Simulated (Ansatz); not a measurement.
# NbAs (I4_1md) in Ansatz: settings compared

The runs below take NbAs through single point, relaxation of cell and atoms, with PBE, LDA.

All numbers are computed with Ansatz 0.2.0; they aren't measurements. Logs are shortened: lines on timing, memory, paths and dates and some standing lists are left out, and cuts for length are marked.

## Step 1: Starting point

Symmetry: I4_1md, No. 109, tetragonal system. Conventional cell: a = 3.452 Å, b = 3.452 Å, c = 11.680 Å, α = 90.00°, β = 90.00°, γ = 90.00°. Around Nb (site symmetry 2mm) lie 6 As at 2.60 to 2.63 Å. As (site symmetry 2mm) has 6 Nb at 2.60 to 2.63 Å as nearest neighbours.

## Step 2: Single point, PBE

input.yaml reads:

```yaml
crystal:
  lattice:
    - [-1.72585, 1.72585, 5.84]
    - [1.72585, -1.72585, 5.84]
    - [1.72585, 1.72585, -5.84]
  atoms:
    - { symbol: Nb, position: [0.5, 0.0, 0.5] }
    - { symbol: Nb, position: [0.75, 0.75, 0.0] }
    - { symbol: As, position: [0.916, 0.416, 0.5] }
    - { symbol: As, position: [0.166, 0.166, 0.0] }
hamiltonian:
  xc: pbe
  pseudopotentials: { kind: paw }
kpoints:
  mp_grid: { grid: [11, 11, 11] }
scf:
  occupations: { method: gaussian, width: 0.011 }
output:
  forces: true
  stress: true
  eigenvalues: true
  write_density: true
  write_potential: true
  elf: true
  volumetric_format: npy
```

Potentials or basis: Ansatz PAW.

The run is started by

```sh
$ ansatz run input.yaml --threads 2 --pin off --max-ram 5632MiB --backend cpu --events-out ev --progress --plain --runs-dir out
```

Output:

```text
Warning: RAYON_NUM_THREADS=2 ignored (pool sized by the plan → 2); use --threads N
basis.fft_grid_basis auto: the FFT boxes are laid along the combinations [[1, -1, 0], [0, 1, 0], [1, 0, 1]] of the cell's own vectors, 4.881, 6.330 and 3.452 Å long. The dense box has 36×45×24 points. Along the cell's own vectors, as sized, it would have 45×45×45, 2.34 times as many. Of the 8 symmetry operations that the crystal satisfies within crystal.symmetry.tolerance (time reversal apart; of a slab, those that keep its plane) the dense box along the cell's own vectors carries 8, and the one as laid loses 7 of those. basis.fft_grid_basis: typed keeps the cell's own vectors: state it where this run's energies or levels are differenced outside the engine with another run's, or held beside a run that keeps those vectors. Those combinations have planes normal to reciprocal vector 3, as the cell's own vectors have. Each planar average written beside output.write_density, output.write_potential has a row for each plane of the box: 24. The volumetric files lie along those combinations, not along the cell's own vectors: a cube or XSF file states them, and fields.json those of NumPy files.
Engine: ansatz 0.2.0, x86_64-unknown-linux-gnu
Pseudopotentials: kind: paw
Pseudopotential: Nb, paw, valence charge 13, recommended cutoff 420 eV (normal), Nb.paw.azcp
Pseudopotential: As, paw, valence charge 15, recommended cutoff 420 eV (normal), As.paw.azcp
Functional definition: PBE
  parameter kappa = 0.804
  parameter beta = 0.06672455060314922
  exchange = pbe_x(kappa = kappa, mu = beta*pi^2/3)
  correlation = pbe_c(beta = beta)
Crystal: 4 atoms, lattice volume = 69.579 Å³
Basis set: ecut = 420 eV, 1371 PW (Γ), FFT grids on a1−a2, a2, a1+a3, exchange–correlation on 72×90×48 points (8 copies of the dense FFT grid, shifted against one another)
Bands: 34, of which v1, the nominal top of the filled ones, is band 28 counted from 1 (27 counted from 0)
Symmetry: 8 space group operations
Space group: I41md (ITA 109), of the structure as read, at distance tolerance 4.1e-5 Å
k-points: 126 of 1331 (time reversal used)
Non-local potential: Nb, projectors of the file, l = 0: 3, l = 1: 2, l = 2: 2, l = 3: 1
Non-local potential: As, projectors of the file, l = 0: 2, l = 1: 2, l = 2: 3, l = 3: 1
PAW form: soft (Blöchl's): semilocal exchange-correlation on the pseudo side does not see the compensation charge
PAW one-centre angular grid: Nb, 590 points (default); XC on 64 Gauss nodes
PAW one-centre angular grid: As, 590 points (default); XC on 64 Gauss nodes
Initial density: superposition of atomic densities (neutral atoms: chi_scale 0, normalization atom), corrected by the library's trained network
Initial wavefunctions: pseudopotential atomic-orbital guess
Functional: x = pbe(κ = 0.804, μ = 0.2195149727645171), c = pbe(β = 0.06672455060314922)
SCF iter   1: F=—  HF=-18819.581271 eV  |F-HF|=—  |Δ(HF+E_count)|=         —  Δρ=7.12e-3  dr2=2.40e-2  ethr=1.77e-3  ⟨swp⟩=6.0  Hψ=17309  notcnv=0
preconditioner: auto → Resta (q_TF=auto, 2.631 Å⁻¹)  ε∞=9.2  [insulator: Δε(μ)=0.020 eV  Ē_g=6.951 eV  σ=0.011 eV  W_gap=0.80  n_scr=24 (ndim 8)  ℏωp=19.9 eV  f_vac=0.000  D(μ)=0.54/eV (n_scr^D=2)  ε∞_Penn≈9.2]
SCF iter   2: F=—  HF=-18819.580593 eV  |F-HF|=—  |Δ(HF+E_count)|=   6.79e-4  Δρ=4.06e-3  dr2=7.16e-3  ethr=4.28e-5  ⟨swp⟩=2.0  Hψ=5876  notcnv=0  defer=187
SCF iter   3: F=—  HF=-18819.581354 eV  |F-HF|=—  |Δ(HF+E_count)|=   7.61e-4  Δρ=6.02e-4  dr2=1.86e-4  ethr=1.28e-5  ⟨swp⟩=2.9  Hψ=7819  notcnv=0  defer=187
SCF iter   4: F=—  HF=-18819.581285 eV  |F-HF|=—  |Δ(HF+E_count)|=   6.91e-5  Δρ=2.38e-4  dr2=3.96e-5  ethr=3.32e-7  ⟨swp⟩=2.0  Hψ=7226  notcnv=0  defer=187
SCF iter   5: F=—  HF=-18819.581281 eV  |F-HF|=—  |Δ(HF+E_count)|=   3.81e-6  Δρ=6.47e-5  dr2=3.06e-6  ethr=7.08e-8  ⟨swp⟩=2.9  Hψ=7613  notcnv=0  defer=187
SCF iter   6: F=—  HF=-18819.581281 eV  |F-HF|=—  |Δ(HF+E_count)|=   1.95e-7  Δρ=1.18e-5  dr2=1.07e-7  ethr=5.47e-9  ⟨swp⟩=2.0  Hψ=7270  notcnv=0  defer=187
SCF iter   7: F=-18819.581281 eV  HF=-18819.581281 eV  |F-HF|=5.75e-10  |Δ(HF+E_count)|=   2.71e-9  Δρ=2.21e-6  dr2=3.17e-9  ethr=1.79e-10  ⟨swp⟩=10.8  Hψ=25609  notcnv=0
SCF 1 converged in 7 iterations: F = -18819.581281 eV  dr2 = 3.17e-9
SCF converged after 7 iterations
Free energy (F): -18819.581281 eV
Harris-Foulkes:  -18819.581281 eV  (|F-HF|=5.75e-10)
Internal energy: -18819.581255 eV  (E = F + TS)
E sigma→0 (E₀):  -18819.581268 eV
Entropy (-TS):   -0.000025 eV (-0.006 meV/atom)
Fermi energy:    16.325460 eV
--- Per-component energies (eV) ---
  E_band       = -484.198055
  E_kinetic    = 999.046839
  E_local      = -4331.962152  (includes V_loc(G=0)·N_el)
  E_nonlocal   = -1101.128227
  E_hartree    = 2145.455668
  E_xc         = -512.205621
  E_vxc        = -588.360681  (∫ρ·V_xc dr)
  E_paw        = -9818.535872  (= ΣΔE_a)
  E_vpaw       = 247.295156  (= ΣTr[D̂ρ^β])
  E_aug_tail   = 0.000027  (compensation charges beyond the density's cutoff)
  E_ewald      = -6200.251917
  E_smearing   = -0.000025  (= −TS)
  E_closure    = -0.000000  (closes the sum)
  Σ components = -18819.581281   (vs F -18819.581281, Δ=0.00e0)
--- Forces (eV/Å), atoms counted from 1 ---
  atom   1  Nb     0.00000000    -0.00000000    -0.30272554
  atom   2  Nb    -0.00000000     0.00000000    -0.30272554
  atom   3  As     0.00000000     0.00000000     0.30272303
  atom   4  As    -0.00000000     0.00000000     0.30272303
  max |Σ_I F_I| component: 5.02e-6 eV/Å
--- Stress (GPa, compression-positive) ---
        3.080330       0.000000      -0.000000
        0.000000       3.080330       0.000000
       -0.000000       0.000000       3.672271
  P = ⅓ Tr σ = 3.2776 GPa (32.776 kbar)
--- Band table (eV; the first three rows and the last of 126) ---
  k-point 0: bands = ["-38.8009", "-38.7724", "-19.2051", "-19.2051", "-19.1892", "-19.1849", "-19.1821", "-19.1806", "-19.1764", "-19.1759", "-19.1759", "-19.1735", "-15.0286", "-14.9115", "-14.9115", "-14.7577", "-14.7577", "-14.7138", "3.0770", "5.3570", "10.0985", "13.4902", "14.0521", "14.0521", "14.2774", "14.6351", "14.9213", "14.9213", "17.0307", "17.6064", "18.7165", "19.3142", "19.3142", "20.0141"]
  k-point 1: bands = ["-38.7984", "-38.7712", "-19.2058", "-19.2045", "-19.1885", "-19.1847", "-19.1835", "-19.1824", "-19.1762", "-19.1757", "-19.1742", "-19.1727", "-15.0197", "-14.9276", "-14.9242", "-14.7750", "-14.7688", "-14.7121", "3.2781", "5.4140", "10.2331", "13.0753", "13.8700", "13.9661", "14.0146", "14.4756", "15.0174", "15.1840", "16.7392", "17.2532", "18.7155", "18.9645", "19.5679", "19.8878"]
  k-point 2: bands = ["-38.7917", "-38.7680", "-19.2079", "-19.2027", "-19.1879", "-19.1869", "-19.1852", "-19.1837", "-19.1754", "-19.1752", "-19.1715", "-19.1706", "-15.0057", "-14.9693", "-14.9464", "-14.8152", "-14.7980", "-14.7135", "3.8203", "5.5314", "10.6722", "12.2183", "12.8998", "13.3760", "13.6079", "14.6734", "15.4092", "15.5803", "16.5538", "16.6708", "18.3440", "18.9380", "19.9487", "20.0630"]
  k-point 125: bands = ["-38.7860", "-38.7855", "-19.2070", "-19.2067", "-19.1859", "-19.1859", "-19.1823", "-19.1819", "-19.1756", "-19.1753", "-19.1739", "-19.1738", "-14.9423", "-14.9171", "-14.8725", "-14.8663", "-14.7626", "-14.7474", "4.0787", "4.0973", "12.2142", "12.3448", "13.3013", "13.6095", "13.6520", "14.1527", "15.3441", "15.8865", "17.0615", "17.8210", "18.0195", "18.2737", "19.4079", "19.5246"]
```

Wall time 8.3 s (2 threads of Intel Xeon 6975P-C (Granite Rapids), shared host); peak memory 0.62 GiB.

Results:

```
Free energy            : -18819.5813 eV
Pressure               : 3.3 GPa
Largest force          : 0.303 eV/Å
Band gap on the k mesh : 0.02 eV, indirect (least direct gap 0.06 eV)
```

Forces on the atoms (eV/Å):
```
Nb   0.000  0.000 -0.303
Nb   0.000  0.000 -0.303
As   0.000  0.000  0.303
As   0.000  0.000  0.303
```

Stress tensor (GPa, compression positive):
```
3.08 0.00 0.00
0.00 3.08 0.00
0.00 0.00 3.67
```

Caveat: odd divisions of the mesh miss points on the zone boundary, where band edges often lie, so the gap on the mesh can be too wide. A k mesh can miss the band edges.

## Step 3: Relaxation of cell and atoms, PBE

input.yaml: that of step 2 with these lines changed.

```diff
@@ -16,3 +16,3 @@
 scf:
-  occupations: { method: gaussian, width: 0.011 }
+  occupations: { method: fermi_dirac, width: 0.05 }
 output:
@@ -20,6 +20,5 @@
   stress: true
-  eigenvalues: true
-  write_density: true
-  write_potential: true
-  elf: true
-  volumetric_format: npy
+relax:
+  f_tol: 0.01
+  max_steps: 40
+  cell: { stress_tol: 0.05 }
```

Potentials or basis: Ansatz PAW.

The run is started by

```sh
$ ansatz run input.yaml --threads 2 --pin off --max-ram 5632MiB --backend cpu --events-out ev --progress --plain --runs-dir out
```

It took 26 s on 2 threads of Intel Xeon 6975P-C (Granite Rapids), shared host; peak memory 0.64 GiB.

It converged, with:

```yaml
Free_energy: -18819.6050 eV
Relaxed_volume: 17.72 Å³/atom
Relaxed_cell: a = 6.369 Å, b = 6.369 Å, c = 6.369 Å, α = 148.35°, β = 148.35°, γ = 45.37°
Space_group_after_relaxing_to_0.05_Å: I4_1md (No. 109)
Energy_gained_by_relaxing: 5.2 meV/atom
Ionic_steps: 5
Pressure_after_relaxing: 0.0 GPa
```

Step by step:
```tsv
step	energy change (eV)	largest force (eV/Å)	volume (Å³)
1	0.0000	0.2978	69.58
2	-0.0059	0.1192	72.23
3	-0.0204	0.0006	70.95
4	-0.0205	0.0019	70.89
5	-0.0207	0.0019	70.89
```

Final structure:
```xyz
4
Lattice="-1.7367 1.7367 5.8761 1.7367 -1.7367 5.8761 1.7367 1.7367 -5.8761" Properties=species:S:1:pos:R:3 pbc="T T T"
Nb    0.0000    1.7367   -0.0130
Nb    0.0000    0.0000    8.8011
As    0.0000    1.7367    4.9018
As    0.0000    0.0000    1.9638
```

Caveat: the plane-wave basis is chosen anew once the cell has moved, so the energies of steps on either side of that aren't comparable. PBE usually gives volumes a little too large and moduli too small.

## Step 4: Relaxation of cell and atoms, LDA

input.yaml: that of step 3 with these lines changed.

```diff
@@ -11,3 +11,3 @@
 hamiltonian:
-  xc: pbe
+  xc: lda
   pseudopotentials: { kind: paw }
```

Potentials or basis: Ansatz PAW.

The run is started by

```sh
$ ansatz run input.yaml --threads 2 --pin off --max-ram 5632MiB --backend cpu --events-out ev --progress --plain --runs-dir out
```

Output:

```text
Warning: RAYON_NUM_THREADS=2 ignored (pool sized by the plan → 2); use --threads N
basis.fft_grid_basis auto: the FFT boxes are laid along the combinations [[1, 0, 1], [0, 1, 1], [0, 0, 1]] of the cell's own vectors, 3.452, 3.452 and 6.330 Å long. The dense box has 24×24×45 points. Along the cell's own vectors, as sized, it would have 45×45×45, 3.52 times as many. Of the 8 symmetry operations that the crystal satisfies within crystal.symmetry.tolerance (time reversal apart; of a slab, those that keep its plane) the dense box along the cell's own vectors carries 8, and the one as laid loses 6 of those. basis.fft_grid_basis: typed keeps the cell's own vectors: state it where this run's energies or levels are differenced outside the engine with another run's, or held beside a run that keeps those vectors.
[... 4 set-up lines as earlier in the session ...]
Functional definition: SPW92
  exchange = slater_x
  correlation = pw_c
Crystal: 4 atoms, lattice volume = 69.579 Å³
Basis set: ecut = 420 eV, 1371 PW (Γ), FFT grids on a1+a3, a2+a3, a3
Bands: 34, of which v1, the nominal top of the filled ones, is band 28 counted from 1 (27 counted from 0)
[... 2 set-up lines as earlier in the session ...]
[... 100 lines left out ...]
  E_closure    = -0.000000  (closes the sum)
  Σ components = -18435.623293   (vs F -18435.623293, Δ=0.00e0)
--- Forces (eV/Å), atoms counted from 1 ---
  atom   1  Nb     0.00000000     0.00000000     0.00175610
  atom   2  Nb    -0.00000000    -0.00000000     0.00175610
  atom   3  As     0.00000000     0.00000000    -0.00175601
  atom   4  As    -0.00000000     0.00000000    -0.00175601
  max |Σ_I F_I| component: 1.88e-7 eV/Å
--- Stress (GPa, compression-positive) ---
       -0.028273       0.000000      -0.000000
        0.000000      -0.028273       0.000000
       -0.000000      -0.000000      -0.003165
  P = ⅓ Tr σ = -0.0199 GPa (-0.199 kbar)
--- Relaxed structure (4 steps of the walk, 3 accepted, 1 SCFs on fresh bases) ---
  F+E_penalty+E_count = -18435.62329325 eV   max|allowed force component| = 1.756e-3 eV/Å   (the final SCF, on the basis selected at the relaxed cell)
  cell:  # Å, volume = 67.3497 Å³
    - [-1.7089803557707715, 1.7089803557707715, 5.765030250930774]
    - [1.7089803557707715, -1.7089803557707715, 5.765030250930774]
    - [1.7089803557707715, 1.7089803557707715, -5.765030250930774]
  atoms:
    - { symbol: Nb, position: [0.4987380759438482, -0.0012619240561517508, 0.5] }
    - { symbol: Nb, position: [0.7487380759438482, 0.7487380759438482, -6.056880905062423e-34] }
    - { symbol: As, position: [0.9172619240561519, 0.4172619240561518, 0.49999999999999994] }
    - { symbol: As, position: [0.16726192405615176, 0.16726192405615176, -1.9772219842481097e-36] }
```

Run time: 27 s. Hardware: 2 threads of Intel Xeon 6975P-C (Granite Rapids), shared host; peak memory 0.63 GiB.

What came out:

* Free energy: -18435.6233 eV
* Relaxed volume: 16.84 Å³/atom
* Relaxed cell: a = 6.251 Å, b = 6.251 Å, c = 6.251 Å, α = 148.27°, β = 148.27°, γ = 45.49°
* Space group after relaxing (to 0.05 Å): I4_1md (No. 109)
* Energy gained by relaxing: 11.8 meV/atom
* Ionic steps: 4
* Pressure after relaxing: 0.0 GPa

Step by step:
| step | energy change (eV) | largest force (eV/Å) | volume (Å³) |
| --- | --- | --- | --- |
| 1 | 0.0000 | 0.2750 | 69.58 |
| 2 | -0.0474 | 0.0338 | 67.45 |
| 3 | -0.0476 | 0.0018 | 67.35 |
| 4 | -0.0473 | 0.0018 | 67.35 |

Final structure:
```xyz
4
Lattice="-1.7090 1.7090 5.7650 1.7090 -1.7090 5.7650 1.7090 1.7090 -5.7650" Properties=species:S:1:pos:R:3 pbc="T T T"
Nb    0.0000    1.7090   -0.0146
Nb    0.0000    0.0000    8.6330
As    0.0000    1.7090    4.8111
As    0.0000    0.0000    1.9285
```

Caveat: the plane-wave basis is chosen anew once the cell has moved, so the energies of steps on either side of that aren't comparable; the PAW data sets come from PBE, with cores solved anew for the run's functional, which leaves a small shift of forces and pressure. Zero-point motion and thermal expansion aren't in these numbers.

## Step 5: The runs side by side

| task | level | cell | smearing | pressure (GPa) | relaxed volume (Å³/atom) |
| --- | --- | --- | --- | --- | --- |
| single point | PBE | as given | gaussian 0.011 eV | 3.3 | - |
| relaxation of cell and atoms | PBE | relaxed | fermi-dirac 0.05 eV | 0.0 | 17.72 |
| relaxation of cell and atoms | LDA | relaxed | fermi-dirac 0.05 eV | 0.0 | 16.84 |

Alike in all rows: potentials or basis Ansatz PAW; no spin polarisation; k mesh 11 × 11 × 11; cutoff (eV) 420.

Caveats: the plane-wave basis is chosen anew once the cell has moved, so the energies of steps on either side of that aren't comparable (some runs); odd divisions of the mesh miss points on the zone boundary, where band edges often lie, so the gap on the mesh can be too wide (some runs); the PAW data sets come from PBE, with cores solved anew for the run's functional, which leaves a small shift of forces and pressure (some runs).

Total energies depend on the potentials used, so only differences within one code and one set of settings carry meaning.
